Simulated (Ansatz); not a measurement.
# SiO2 in Ansatz, relaxation

Launch command:

```bash
ansatz run input.yaml --threads 2 --pin off --max-ram 2560MiB --backend cpu --events-out ev --progress --plain --runs-dir out
```

input.yaml:

```yaml
crystal:
  lattice:
    - [5.03220945, 0.0, 0.0]
    - [0.0, 5.03220945, 0.0]
    - [0.0, 0.0, 7.00654977]
  atoms:
    - { symbol: Si, position: [0.30028, 0.30028, 0.0] }
    - { symbol: Si, position: [0.19972, 0.80028, 0.25] }
    - { symbol: Si, position: [0.69972, 0.69972, 0.5] }
    - { symbol: Si, position: [0.80028, 0.19972, 0.75] }
    - { symbol: O, position: [0.2392, 0.1044, 0.1787] }
    - { symbol: O, position: [0.3956, 0.7392, 0.4287] }
    - { symbol: O, position: [0.7608, 0.8956, 0.6787] }
    - { symbol: O, position: [0.6044, 0.2608, 0.9287] }
    - { symbol: O, position: [0.7392, 0.3956, 0.5713] }
    - { symbol: O, position: [0.8956, 0.7608, 0.3213] }
    - { symbol: O, position: [0.2608, 0.6044, 0.0713] }
    - { symbol: O, position: [0.1044, 0.2392, 0.8213] }
  symmetry: { tolerance: 0.0003 }
kpoints:
  mp_grid: { grid: [6, 6, 4], shift: [0, 0, 0] }
magnetization:
  spin_polarized: false
scf:
  occupations: { method: fermi_dirac }
  lower_state_search: "off"
hamiltonian:
  pseudopotentials: { kind: paw }
  xc: pbesol
basis:
  ecutwfc: 420
  fft_grid_basis: typed
relax:
  max_steps: 80
  cell: { p_target: 0.0 }
output:
  forces: true
  stress: true
  eigenvalues: true
  bader: true
  populations: true
  elf: true
  write_potential: true
  volumetric_format: npy
  dos:
    e_range: [-12, 8]
    de: 0.05
    projected: { site_lists: { O: [O], Si: [Si] } }
checkpoint:
  read: saved_state
```

Origin of the cell: a database entry, scaled a little.

The smearing width isn't typed, so it takes its default of 0.1 eV.

The saved state is a converged single point of the same cell.

Excerpt of the output:

```
SCF iter   1: F=—  HF=-6986.452987 eV  Δρ=4.70e-4  dr2=1.08e-4
SCF iter   2: F=—  HF=-6986.455249 eV  Δρ=2.41e-4  dr2=3.15e-5
SCF iter   3: F=—  HF=-6986.456500 eV  Δρ=5.78e-5  dr2=5.53e-6
SCF iter   4: F=—  HF=-6986.456506 eV  Δρ=1.91e-5  dr2=3.19e-7
SCF iter   5: F=-6986.456510 eV  HF=-6986.456510 eV  Δρ=2.05e-6  dr2=9.31e-9
relax step   1: F+E_penalty+E_count = -6986.456510 eV  Δ(F+E_penalty+E_count) = +0.000e0 eV  max|allowed force component| = 5.536e-2 eV/Å  Δτ_max = 0.0000 Å  P = -1.040 GPa  Ω = 177.428 Å³  ( […]
relax step   2: F+E_penalty+E_count = -6986.461846 eV  Δ(F+E_penalty+E_count) = -5.336e-3 eV  max|allowed force component| = 4.600e-2 eV/Å  Δτ_max = 0.0051 Å  P = -0.539 GPa  Ω = 177.097 Å³ […]
relax step   3: F+E_penalty+E_count = -6986.464724 eV  Δ(F+E_penalty+E_count) = -2.878e-3 eV  max|allowed force component| = 1.458e-2 eV/Å  Δτ_max = 0.0074 Å  P = +0.035 GPa  Ω = 176.814 Å³ […]
relax step   4: F+E_penalty+E_count = -6986.462968 eV  Δ(F+E_penalty+E_count) = +1.757e-3 eV  max|allowed force component| = 2.524e-3 eV/Å  Δτ_max = 0.0072 Å  P = +0.000 GPa  Ω = 177.378 Å³ […]
relax step   5: F+E_penalty+E_count = -6986.462551 eV  Δ(F+E_penalty+E_count) = +4.168e-4 eV  max|allowed force component| = 2.546e-3 eV/Å  Δτ_max = 0.0000 Å  P = -0.003 GPa  Ω = 177.378 Å³  stress off target by 7.45e-3 GPa […]
SCF 5 converged in 4 iterations: F = -6986.462551 eV  dr2 = 5.43e-11
basis re-selected at this cell: Δ(F+E_penalty+E_count) = +4.168e-4 eV, ΔP = -0.003 GPa vs the last step (what re-selecting the basis moved, of the pressure what is left beyond the Pulay corre […]
SCF converged after 4 iterations
Free energy (F): -6986.462551 eV
Harris-Foulkes:  -6986.462551 eV  (|F-HF|=6.50e-10)
Internal energy: -6986.462551 eV  (E = F + TS)
E sigma→0 (E₀):  -6986.462551 eV
Fermi energy:    3.995834 eV
--- Per-component energies (eV) ---
  E_band       = -372.720385
  E_kinetic    = 1603.258989
  E_local      = -4572.053424  (includes V_loc(G=0)·N_el)
  E_nonlocal   = 483.918042
  E_hartree    = 1679.446012
  E_xc         = -805.571003
  E_vxc        = -940.449796  (∫ρ·V_xc dr)
  E_paw        = -3223.781835  (= ΣΔE_a)
  E_vpaw       = -306.307259  (= ΣTr[D̂ρ^β])
  E_aug_tail   = 0.020753  (compensation charges beyond the density's cutoff)
  E_ewald      = -2152.108631
  E_core_change = 0.408546  (= ΣΔE_core)
  E_smearing   = -0.000000  (= −TS)
  Σ components = -6986.462551   (vs F -6986.462551, Δ=0.00e0)
--- Forces (eV/Å), atoms counted from 1 ---
  atom   1  Si     0.001500     0.001500     0.000000
  atom   2  Si    -0.001500     0.001500    -0.000000
  atom   3  Si    -0.001500    -0.001500     0.000000
  atom   4  Si     0.001500    -0.001500    -0.000000
  atom   5  O     -0.001613    -0.002546    -0.000034
  atom   6  O      0.002546    -0.001613    -0.000034
  atom   7  O      0.001613     0.002546    -0.000034
  atom   8  O     -0.002546     0.001613    -0.000034
  atom   9  O     -0.001613     0.002546     0.000034
  atom  10  O      0.002546     0.001613     0.000034
  atom  11  O      0.001613    -0.002546     0.000034
  atom  12  O     -0.002546    -0.001613     0.000034
  max |Σ_I F_I| component: 1.73e-17 eV/Å
--- Stress (GPa, compression-positive) ---
       -0.000069      -0.000000      -0.000000
       -0.000000      -0.000069       0.000000
       -0.000000       0.000000      -0.007452
  P = ⅓ Tr σ = -0.0025 GPa (-0.025 kbar)
--- Relaxed structure (4 steps of the walk, 4 accepted, 1 SCFs on fresh bases) ---
  F+E_penalty+E_count = -6986.462551 eV   max|allowed force component| = 2.546e-3 eV/Å   (the final SCF, on the basis selected at the relaxed cell)
  cell:  # Å, volume = 177.3776 Å³
    - [5.029096, 0.0, 0.0]
    - [0.0, 5.029096, 0.0]
    - [0.0, 0.0, 7.013245]
  atoms:
    - { symbol: Si, position: [0.297830, 0.297830, 0.0] }
    - { symbol: Si, position: [0.202170, 0.797830, 0.250000] }
    - { symbol: Si, position: [0.702170, 0.702170, 0.500000] }
    - { symbol: Si, position: [0.797830, 0.202170, 0.75] }
    - { symbol: O, position: [0.239725, 0.101426, 0.178065] }
    - { symbol: O, position: [0.398574, 0.739725, 0.428065] }
    - { symbol: O, position: [0.760275, 0.898574, 0.678065] }
    - { symbol: O, position: [0.601426, 0.260275, 0.928065] }
    - { symbol: O, position: [0.739725, 0.398574, 0.571935] }
    - { symbol: O, position: [0.898574, 0.760275, 0.321935] }
    - { symbol: O, position: [0.260275, 0.601426, 0.071935] }
    - { symbol: O, position: [0.101426, 0.239725, 0.821935] }
--- Löwdin populations: 12 sites ---
  site symbol       q [e]
     0     Si      2.2168
     1     Si      2.2168
     2     Si      2.2168
     3     Si      2.2168
     4      O      6.7808
     5      O      6.7808
     6      O      6.7808
     7      O      6.7808
     8      O      6.7808
     9      O      6.7808
    10      O      6.7808
    11      O      6.7808
  spilling = 0.013852 (of n_electrons = 64.000000)
--- Bader charges: 12 sites ---
  site symbol  charge [e]  shift [e]
     0     Si      3.2919     0.0095
     1     Si      3.2919     0.0095
     2     Si      3.2919     0.0095
     3     Si      3.2919     0.0095
     4      O     -1.6460     0.0048
     5      O     -1.6460     0.0048
     6      O     -1.6460     0.0048
     7      O     -1.6460     0.0048
     8      O     -1.6460     0.0048
     9      O     -1.6460     0.0048
    10      O     -1.6460     0.0048
    11      O     -1.6460     0.0048
  estimated error of the sums over rays = 4.5e-4 e
```

The starting structure.

Space group P4_12_12 (No. 92); the run's cell has a = 5.032 Å, b = 5.032 Å, c = 7.007 Å, α = 90.00°, β = 90.00°, γ = 90.00°. Shortest distances: O–Si 1.62 Å, O–O 2.63 Å, Si–Si 3.11 Å.

The relaxed structure.

Space group P4_12_12 (No. 92); the run's cell has a = 5.029 Å, b = 5.029 Å, c = 7.013 Å, α = 90.00°, β = 90.00°, γ = 90.00°. Shortest distances: O–Si 1.62 Å, O–O 2.62 Å, Si–Si 3.10 Å.

* Free energy lowered by: 0.5 meV/atom
* Volume change: -0.03 %
* Final pressure: 0.00 GPa
* Relaxation steps listed: 5
* Gap on the mesh: 5.57 eV

Caveats: the relaxation held the start's symmetry, so the end may be a saddle point.

It ran for 2.1 min on 2 threads of Arm Neoverse V1 (shared host), peak memory 0.49 GiB, from a saved density.
